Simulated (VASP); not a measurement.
Set up this calculation in VASP 6.6.1, as the native input.

```
Task                   : single point
Functional             : r2SCAN
Potentials or basis    : VASP PAW PBE potentials, release 64 (Si)
Cutoff                 : 520 eV
k mesh                 : 8 × 8 × 8
Occupations            : gaussian, width 0.02 eV
Spin                   : no spin polarisation
Dipole correction      : no
Further INCAR settings : ALGO = Normal; EDIFF = 1e-06; NBANDS = 11
```

Si:

```
Si
1.0
     0.00000    2.72185    2.72185
     2.72185    0.00000    2.72185
     2.72185    2.72185    0.00000
Si
2
Direct
  0.25000 0.25000 0.25000
  0.00000 0.00000 0.00000
```

The input as run:

POSCAR

```
Si
1.0
    0.0000000000      2.7218511865      2.7218511865
    2.7218511865      0.0000000000      2.7218511865
    2.7218511865      2.7218511865      0.0000000000
Si
2
Direct
    0.2500000000      0.2500000000      0.2500000000
    0.0000000000      0.0000000000      0.0000000000
```

INCAR.step1

```
SYSTEM = Si
ALGO     = Normal         ! electronic algorithm
EDIFF    = 1E-4           ! SCF threshold, eV
ENCUT    = 520            ! plane-wave cutoff, eV
GGA      = PE             ! functional
ISMEAR   = 0              ! smearing method
LASPH    = .TRUE.         ! aspherical terms in the spheres
LCHARG   = .FALSE.        ! write CHGCAR
LREAL    = .FALSE.        ! projectors in reciprocal space
LWAVE    = .TRUE.         ! write WAVECAR
NBANDS   = 11             ! bands
NELM     = 60             ! most SCF steps
PREC     = Accurate       ! precision mode
SIGMA    = 0.02           ! smearing width, eV
```

INCAR.step2

```
SYSTEM = Si
ALGO     = Normal         ! electronic algorithm
EDIFF    = 1E-6           ! SCF threshold, eV
ENCUT    = 520            ! plane-wave cutoff, eV
ISIF     = 2              ! what is computed and relaxed
ISMEAR   = 0              ! smearing method
ISTART   = 1            
LASPH    = .TRUE.         ! aspherical terms in the spheres
LCHARG   = .FALSE.        ! write CHGCAR
LMIXTAU  = .TRUE.       
LREAL    = .FALSE.        ! projectors in reciprocal space
LWAVE    = .FALSE.        ! write WAVECAR
METAGGA  = R2SCAN         ! meta-GGA
NBANDS   = 11             ! bands
NELM     = 60             ! most SCF steps
PREC     = Accurate       ! precision mode
SIGMA    = 0.02           ! smearing width, eV
```

KPOINTS

```
k-points
0
G
  8 8 8
  0 0 0
```

Potentials or basis: VASP PAW PBE potentials, release 64 (Si).

Launch:

```sh
$ cat potpaw_PBE.64/Si/POTCAR > POTCAR
$ cp INCAR.step1 INCAR
$ mpirun -np 1 vasp_std > vasp.out
$ cp INCAR.step2 INCAR
$ mpirun -np 1 vasp_std > vasp.out
```

It gave:

* Pressure: -0.2 GPa
* Band gap on the k mesh: 0.83 eV, indirect (least direct gap 2.75 eV)

Caveat: the PAW data sets were made with another functional, which shifts forces and pressure a little.

Run time: 24 s on 1 thread of Intel(R) Xeon(R) 6975P-C (Granite Rapids) (shared host), peak memory 0.16 GiB.
